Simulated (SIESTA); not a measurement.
The system is Ni.

```
Ni
1.0
     0.00000    1.73757    1.73757
     1.73757    0.00000    1.73757
     1.73757    1.73757    0.00000
Ni
1
Direct
  0.00000 0.00000 0.00000
```

Base run:

- Program: SIESTA 5.4.2
- Functional: PBE
- Potentials or basis: PseudoDojo 0.4 standard (PBE files)
- Basis: SZ (energy shift 0.003 Ry)
- Grid cutoff: 800 Ry
- Energy shift: 0.003 Ry
- k mesh: 9 × 9 × 9
- Occupations: fermi-dirac, width 0.05 eV
- Spin: collinear spin, ferromagnetic start
- Starting moments: [1.0] μB

Its results: band gap on the k mesh none (metal or under the smearing width); pressure 42.6 GPa; net moment 0.48 μB per cell; site moments Ni +0.48 μB.

**Question.** The run is repeated on the same cell with these changes: basis from SZ (energy shift 0.003 Ry) to TZDP (energy shift 0.003 Ry; two zetas on semicore shells). What comes out?

**Answer.** Band gap on the k mesh none (metal or under the smearing width); pressure 7.5 GPa; net moment 0.51 μB per cell; site moments Ni +0.51 μB.

Caveats: short orbitals over semicore shells can move pressures by several GPa; the basis of atomic orbitals isn't converged, which shifts pressures, moduli and gaps; the basis has no polarisation orbitals (some runs); a pressure of tens of GPa on the cell as given is suspect, and the run, the potentials or the cell itself is likely at fault (some runs).
